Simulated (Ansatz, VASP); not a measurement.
Two plane-wave programs on HfSi39 (a cell with a defect)

```
Hf Si
1.0
    -8.20514    2.73505   -5.47009
     8.20514   -2.73505   -5.47009
    -2.73505   -8.20514    5.47009
Hf Si
1 39
Direct
  0.57500 0.77500 0.10000
  0.42269 0.72249 0.40522
  0.11724 0.62155 0.99892
  0.27227 0.67783 0.70061
  0.97326 0.57408 0.29727
  0.82500 0.52500 0.60000
  0.67217 0.47278 0.89444
  0.52263 0.41832 0.20108
  0.21728 0.31747 0.79478
  0.37401 0.37674 0.50082
  0.07500 0.27500 0.10000
  0.93168 0.23276 0.40431
  0.77592 0.17319 0.69918
  0.62751 0.13272 0.00019
  0.47834 0.07773 0.30556
  0.17681 0.97599 0.90273
  0.32500 0.02500 0.60000
  0.03253 0.92731 0.19981
  0.72845 0.82737 0.79569
  0.87722 0.87166 0.49939
  0.48944 0.47240 0.98992
  0.34871 0.44867 0.29971
  0.04896 0.34900 0.90029
  0.20383 0.40656 0.60446
  0.90133 0.30104 0.20003
  0.75346 0.25106 0.50195
  0.60153 0.20147 0.79715
  0.45063 0.14617 0.10273
  0.14853 0.04568 0.70007
  0.30432 0.10439 0.40285
  0.00100 0.00129 0.99997
  0.87760 0.96752 0.31705
  0.70210 0.89937 0.59554
  0.55047 0.86056 0.88295
  0.38248 0.79953 0.21008
  0.09894 0.70089 0.80240
  0.24561 0.74847 0.49993
  0.94344 0.64790 0.09727
  0.64911 0.55151 0.69805
  0.79849 0.59654 0.39760
```

Alike in both runs: functional PBE; k mesh 2 × 2 × 2; occupations gaussian, width 0.01 eV; no spin polarisation.

Ansatz relaxed the structure, and its values are those at the end. VASP's run is a single point on that final structure, the one shown.

|  | VASP | Ansatz |
| --- | --- | --- |
| version | VASP 6.6.1 | Ansatz 0.2.0 |
| potentials or method | VASP PAW PBE potentials, release 64 (Hf_pv, Si) | scalar-relativistic, plane waves, PAW |
| plane-wave cutoff (eV) | 520 | 420 |
| valence electrons in the cell | 166 | 182 |

```csv
,VASP,Ansatz,Ansatz less VASP
gap on the k mesh at the Fermi level (eV),0.46,0.46,-0.001
least direct gap on the mesh (eV),0.63,0.62,-0.001
rms of the force components (eV/Å),0.004,0.004,-0.0002
```

With one functional, cell and mesh, what is left measures potentials, basis and numerics. The two sets of potentials don't hold the same shells in valence.

Caveats: spin-orbit coupling is left out, which moves the levels of the heavy elements.
